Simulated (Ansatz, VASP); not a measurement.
**One calculation of In2O, two programs**

INCAR

```
SYSTEM = In2O
ALGO = Normal ; EDIFF = 1E-6
EDIFFG = -0.04 ; ENCUT = 600
GGA = PE ; IBRION = 2
ISIF = 3 ; ISMEAR = 0
LASPH = .True. ; LCHARG = .False.
LREAL = .False. ; LWAVE = .False.
NELM = 100 ; NSW = 90
PREC = Accurate ; SIGMA = 0.1
```

The input KPOINTS:

```
k-points
0
Gamma
  6 6 2
  0 0 0
```

The input POSCAR:

```
In2O
1.0
    3.1919767400      0.0000000000      0.0000000000
   -1.5959883700      2.7643329500      0.0000000000
    0.0000000000      0.0000000000     11.0239876900
In O
4 2
Direct
    0.3333333300      0.6666666700      0.6083498000
    0.6666666700      0.3333333300      0.1083498000
    0.6666666700      0.3333333300      0.3916502000
    0.3333333300      0.6666666700      0.8916502000
    0.3333333300      0.6666666700      0.2500000000
    0.6666666700      0.3333333300      0.7500000000
```

Input for Ansatz:

```yaml
crystal:
  lattice:
    - [3.19197674, 0.0, 0.0]
    - [-1.59598837, 2.76433295, 0.0]
    - [0.0, 0.0, 11.02398769]
  atoms:
    - { symbol: In, position: [0.33333333, 0.66666667, 0.6083498] }
    - { symbol: In, position: [0.66666667, 0.33333333, 0.1083498] }
    - { symbol: In, position: [0.66666667, 0.33333333, 0.3916502] }
    - { symbol: In, position: [0.33333333, 0.66666667, 0.8916502] }
    - { symbol: O, position: [0.33333333, 0.66666667, 0.25] }
    - { symbol: O, position: [0.66666667, 0.33333333, 0.75] }
basis:
  ecutwfc: 420
kpoints:
  mp_grid: { grid: [6, 6, 2] }
hamiltonian:
  xc: pbe
scf:
  occupations: { method: gaussian, width: 0.1 }
  lower_state_search: "off"
output:
  forces: true
  stress: true
  eigenvalues: true
relax:
  adjacent_minimum: "off"
  f_tol: 0.04
  max_steps: 70
  cell: { stress_tol: 0.4 }
```

Change from the starting cell: species swapped into the Re2C type (P6_3/mmc, No. 194).

Alike in both runs: task relaxation of cell and atoms; functional PBE; k mesh 6 × 6 × 2; occupations gaussian, width 0.1 eV; no spin polarisation.

|  | VASP | Ansatz |
| --- | --- | --- |
| version | VASP 6.6.1 | Ansatz 0.2.0 |
| potentials or method | VASP PAW PBE potentials, release 64 (In_d, O) | scalar-relativistic, plane waves, PAW |
| plane-wave cutoff (eV) | 600 | 420 |
| valence electrons in the cell | 64 | 64 |

Ansatz gave:

```
gap on the k mesh at the Fermi level, each at its own relaxed structure (eV) : none
relaxed volume (Å³/atom)                                                     : 21.75
relaxed cell length with the largest relative difference (Å)                 : 14.223
energy change over the relaxation (meV/atom)                                 : -201
```

Task: Estimate VASP's values.

Result: gap on the k mesh at the Fermi level, each at its own relaxed structure (eV): none; relaxed volume (Å³/atom): 21.05; relaxed cell length with the largest relative difference (Å): 13.737; energy change over the relaxation (meV/atom): -192.

A gap of «none» marks a metal or a gap that the smearing closes.

Caveats: the k mesh is coarse (spacing up to 0.38 Å⁻¹), so the values aren't converged; the volume moved by over 15 % at a fixed basis, so the end points are rough (VASP).
